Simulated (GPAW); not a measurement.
The system is Ti3Al.

```
CELL_PARAMETERS angstrom
2.92754 0.00000 0.00000
-1.46377 2.53533 0.00000
0.00000 0.00000 9.22636
ATOMIC_POSITIONS crystal
Ti 0.33333 0.66667 0.24941
Ti 0.33333 0.66667 0.75059
Ti 0.66667 0.33333 0.00000
Al 0.66667 0.33333 0.50000
```

The cell comes from a database or a generator and needn't be the stable form of this composition.

```yaml
Program: GPAW 26.7.0
Task: relaxation of cell and atoms
Functional: PBEsol
Dispersion: D3(BJ)+ATM
Potentials_or_basis: PAW data sets generated in the run's folder for this functional
Cutoff: 600 eV
Basis: pw
k_mesh: 8 × 8 × 2
Occupations: fermi-dirac, width 0.05 eV
Spin: no spin polarisation
```

At the start: pressure -7.8 GPa; volume 17.12 Å³/atom.

Task: Where does the relaxation end?

Result: Over 4 steps the energy falls by 25.5 meV/atom and the volume is 15.96 Å³/atom (-6.8 %); space group P-6m2 (No. 187, to 0.05 Å).

Step by step:
| step | energy change (eV) | largest force (eV/Å) | pressure (GPa) | volume (Å³) |
| --- | --- | --- | --- | --- |
| 1 | 0.0000 | 0.0672 | -7.83 | 68.48 |
| 2 | -0.0261 | 0.0569 | -6.95 | 67.87 |
| 3 | -0.1009 | 0.0284 | 0.46 | 63.59 |
| 4 | -0.1021 | 0.0199 | -0.04 | 63.84 |

Final structure:
```
Ti Al
1.0
     2.86144    0.00000    0.00000
    -1.43072    2.47808    0.00000
     0.00000    0.00000    9.00286
Ti Al
3 1
Direct
  0.33333 0.66667 0.24865
  0.33333 0.66667 0.75135
  0.66667 0.33333 0.00000
  0.66667 0.33333 0.50000
```

Caveat: later steps reuse the first step's grids; pairwise dispersion overbinds metals, which lowers pressure and volume.
